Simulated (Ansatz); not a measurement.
## Strain and the gap of MoS2 (3R-MoS2 type)

MoS2 in the 3R-MoS2-type structure, relaxed with r2SCAN+rVV10 in Ansatz. The symmetry is R3m (No. 160, trigonal); a = 3.175 Å, c = 18.582 Å in the conventional setting, 18.03 Å³ an atom. Around Mo lie 6 S at 2.40 Å; around S lie 3 Mo at 2.40 Å.

The axes x, y and z are those of this cell:
```
Mo S
1.0
     1.58759    0.91660    6.19394
    -1.58759    0.91660    6.19394
     0.00000   -1.83319    6.19394
Mo S
1 2
Direct
  0.99999 0.99999 0.99999
  0.41700 0.41700 0.41700
  0.24968 0.24968 0.24968
```

Unstrained: The PBE gap is indirect, 0.936 eV (T to Γ–S₀ (0.53 of the way from Γ)), below the direct gap of 1.691 eV at k = (-0.163, 0.163, -1/2). The r2SCAN gap is indirect, 1.031 eV (T to k = (-0.163, 0.163, -1/2)), below the direct gap of 1.796 eV at k = (-0.163, 0.163, -1/2). The HSE06 gap is indirect, 1.427 eV (T to k = (1/6, -1/2, -1/6)), below the direct gap of 2.148 eV at k = (1/6, -1/2, -1/6). Meshes: PBE 10×10×10, r2SCAN 10×10×10, HSE06 6×6×6. Strains are changes of length per length. After each strain the atoms were relaxed again with r2SCAN+rVV10 within the symmetry that the strain leaves, so tilts or polar shifts that break it weren't tested; points keep the names that they have in the unstrained zone. The values are computed, spin-unpolarised, and not measurements.

Changes of the least gap in eV (an overlap counts as a negative gap):
```csv
strain,volume change (%),space group,PBE,r2SCAN,HSE06
"epitaxial +3.62 % in the xy plane, free normal strain -2.07 %",+5.1,R3m,-0.657,-0.714,–
```

Epitaxial +3.62 % in the xy plane, free normal strain -2.07 %. r2SCAN: the gap goes from 1.031 to 0.317 eV (-0.714 eV); the edges go from T → (-0.163, 0.163, -1/2) to T → (-0.083, 1/4, -0.417). Stress change with PBE, compression positive: xx -8.82, yy -8.82, zz -0.48 GPa.

Spin-orbit coupling is left out.

Where an edge lies off the special points, it is a point of the mesh or the k point where a search put PBE's edge or least direct gap, reused for the other functionals, whose own edges may lie a little apart.

Coordinates of k points refer to the reciprocal vectors of the primitive cell of the runs.
